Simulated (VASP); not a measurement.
VASP 6.6.1 run: SrTiO3

INCAR

```
EDIFF = 1E-7
PREC = High
IBRION = -1
NSW = 0
ENCUT = 520
NBANDS = 28
LREAL = .FALSE.
ISMEAR = -1
LWAVE = .FALSE.
NELM = 99
ISIF = 2
NELECT = 39.98
LCHARG = .FALSE.
LASPH = .TRUE.
SIGMA = 0.02
GGA = PE
```

KPOINTS

```
KPOINTS created by Atomic Simulation Environment
0
Gamma
6 6 6
0 0 0
```

POSCAR

```
Sr Ti O
 1.0000000000000000
     3.9459200166000001    0.0000000000000000    0.0000000000000000
     0.0000000000000000    3.9459200166000001    0.0000000000000000
     0.0000000000000000    0.0000000000000000    3.8839062165999998
 Sr  Ti  O
   1   1   3
Cartesian
  0.0000000000000000  0.0000000000000000  0.0000000000000000
  1.9729600083000001  1.9729600083000001  1.9419531082999999
  1.9729600083000001  1.9729600083000001  0.0000000000000000
  1.9729600083000001  0.0000000000000000  1.9419531082999999
  0.0000000000000000  1.9729600083000001  1.9419531082999999
```

The recommended PBE PAW datasets give the neutral cell 40 valence electrons.

Command

```
mpirun -np 1 vasp_std
```

OSZICAR

```
N       E                     dE             d eps       ncg     rms          rms(c)
DAV:   1     0.432300610255E+03    0.43230E+03   -0.20494E+04  2240   0.154E+03
DAV:   2    -0.317944623936E+01   -0.43548E+03   -0.41473E+03  2472   0.439E+02
DAV:   3    -0.480042297390E+02   -0.44825E+02   -0.44385E+02  3084   0.136E+02
DAV:   4    -0.503957337049E+02   -0.23915E+01   -0.23859E+01  3392   0.265E+01
DAV:   5    -0.504635804772E+02   -0.67847E-01   -0.67833E-01  3056   0.382E+00    0.261E+01
DAV:   6    -0.402261762990E+02    0.10237E+02   -0.52649E+01  3148   0.639E+01    0.142E+01
DAV:   7    -0.402559239783E+02   -0.29748E-01   -0.79529E+00  2932   0.210E+01    0.106E+01
DAV:   8    -0.402208140517E+02    0.35110E-01   -0.13390E+00  2752   0.118E+01    0.297E+00
DAV:   9    -0.401850150027E+02    0.35799E-01   -0.30233E-01  2900   0.473E+00    0.121E+00
DAV:  10    -0.401769885453E+02    0.80265E-02   -0.95690E-02  2796   0.217E+00    0.688E-01
DAV:  11    -0.401716519280E+02    0.53366E-02   -0.19998E-02  3592   0.133E+00    0.160E-01
DAV:  12    -0.401716437719E+02    0.81561E-05   -0.11724E-03  2656   0.293E-01    0.133E-01
DAV:  13    -0.401716457346E+02   -0.19627E-05   -0.19109E-04  3484   0.153E-01    0.774E-02
DAV:  14    -0.401716013734E+02    0.44361E-04   -0.49028E-04  2520   0.131E-01    0.340E-02
DAV:  15    -0.401715986011E+02    0.27723E-05   -0.41557E-05  2868   0.539E-02    0.107E-02
DAV:  16    -0.401715992338E+02   -0.63265E-06   -0.19356E-06  2876   0.984E-03    0.125E-02
DAV:  17    -0.401715988377E+02    0.39612E-06   -0.29373E-06  2744   0.170E-02    0.282E-03
DAV:  18    -0.401715988348E+02    0.29063E-08   -0.61368E-07  2608   0.812E-03
   1 F= -.40171599E+02 E0= -.40171135E+02  d E =-.928334E-03
```

From OUTCAR

```
k-points           NKPTS =     40   k-points in BZ     NKDIM =     40   number of bands    NBANDS=     28

   NELECT =      39.9800    total number of electrons

   dimension x,y,z NGX =    30 NGY =   30 NGZ =   30
   dimension x,y,z NGXF=    42 NGYF=   42 NGZF=   42

  energy-cutoff  :      520.00
  volume of cell :       60.47
      direct lattice vectors                 reciprocal lattice vectors
     3.945920017  0.000000000  0.000000000     0.253426323  0.000000000  0.000000000
     0.000000000  3.945920017  0.000000000     0.000000000  0.253426323  0.000000000
     0.000000000  0.000000000  3.883906217     0.000000000  0.000000000  0.257472746

 k-points in reciprocal lattice and weights: KPOINTS created by Atomic Simulation Env
   0.00000000  0.00000000  0.00000000       0.005
   0.16666667  0.00000000  0.00000000       0.019
   0.33333333  0.00000000  0.00000000       0.019
   0.50000000  0.00000000  0.00000000       0.009
   0.16666667  0.16666667  0.00000000       0.019
   0.33333333  0.16666667  0.00000000       0.037
   0.50000000  0.16666667  0.00000000       0.019
   0.33333333  0.33333333  0.00000000       0.019
   ...

 E-fermi :   4.0394

 k-point     1 :       0.0000    0.0000    0.0000
  band No.  band energies     occupation
      1     -52.4952      2.00000
      2     -28.7835      2.00000
      3     -28.7405      2.00000
      4     -28.7275      2.00000
      5     -28.7275      2.00000
      6     -13.3482      2.00000
      7     -12.4083      2.00000
      8     -12.3363      2.00000
      9     -10.7782      2.00000
     10     -10.7782      2.00000
     11     -10.7563      2.00000
     12       1.1934      2.00000
     13       1.1934      2.00000
     14       1.2732      2.00000
     15       2.8668      2.00000
     16       2.8668      2.00000
     17       2.9239      2.00000
     18       3.6607      2.00000
     19       3.6607      2.00000
     20       3.6710      2.00000
     21       5.8457      0.00000
     22       5.8720      0.00000
     23       5.8720      0.00000
     24       8.1679      0.00000
     25       8.2882      0.00000
     26       9.3676      0.00000
     27       9.5070      0.00000
     28      10.1273      0.00000

 k-point     2 :       0.1667    0.0000    0.0000
  band No.  band energies     occupation
      1     -52.4949      2.00000
      2     -28.8168      2.00000
      3     -28.7398      2.00000
      4     -28.7269      2.00000
      5     -28.7045      2.00000
      6     -13.3740      2.00000
      7     -12.3893      2.00000
      8     -12.3401      2.00000
      9     -10.7678      2.00000
     10     -10.7458      2.00000
     11     -10.6091      2.00000
     12       0.8695      2.00000
     13       1.1768      2.00000
     14       1.2610      2.00000
     15       2.5496      2.00000
     16       2.6002      2.00000
     17       2.6476      2.00000
     18       2.9209      2.00000
     19       3.5178      2.00000
     20       3.5260      2.00000
     21       5.9095      0.00000
     22       6.3928      0.00000
     23       6.4126      0.00000
     24       8.2574      0.00000
     25       8.9388      0.00000
     26       9.8086      0.00000
     27       9.9343      0.00000
     28      10.7586      0.00000

 ...

  Total        0.2055160      0.2055160      1.5937093      0.0000000      0.0000000      0.0000000
  in kB        5.4449130      5.4449130     42.2235161      0.0000000      0.0000000      0.0000000
  external PRESSURE =      17.7044474 kB  Pullay stress =       0.0000000 kB

 POSITION                                       TOTAL-FORCE (eV/Angst)
 -----------------------------------------------------------------------------------
      0.00000      0.00000      0.00000         0.000000      0.000000      0.000000
      1.97296      1.97296      1.94195         0.000000      0.000000      0.000000
      1.97296      1.97296      0.00000         0.000000      0.000000      0.000000
      1.97296      0.00000      1.94195         0.000000      0.000000      0.000000
      0.00000      1.97296      1.94195         0.000000      0.000000      0.000000
 -----------------------------------------------------------------------------------
    total drift:                                0.000000     -0.000000     -0.000000

  FREE ENERGIE OF THE ION-ELECTRON SYSTEM (eV)
  ---------------------------------------------------
  free  energy   TOTEN  =       -40.1715988348 eV

  energy  without entropy=      -40.1706705011  energy(sigma->0) =      -40.17113467
```

It converged. Results: pressure 1.8 GPa.

The cell is charged and sits in a uniform background.

For comparison, a separate PBE run of the intended cell, on usual settings and not on those above, gives a gap of 1.80 eV on its mesh and a pressure of 2.2 GPa.

The run above took about 72 s on one core of a shared host (Intel Xeon Platinum 8488C) and held 0.18 GiB at most.
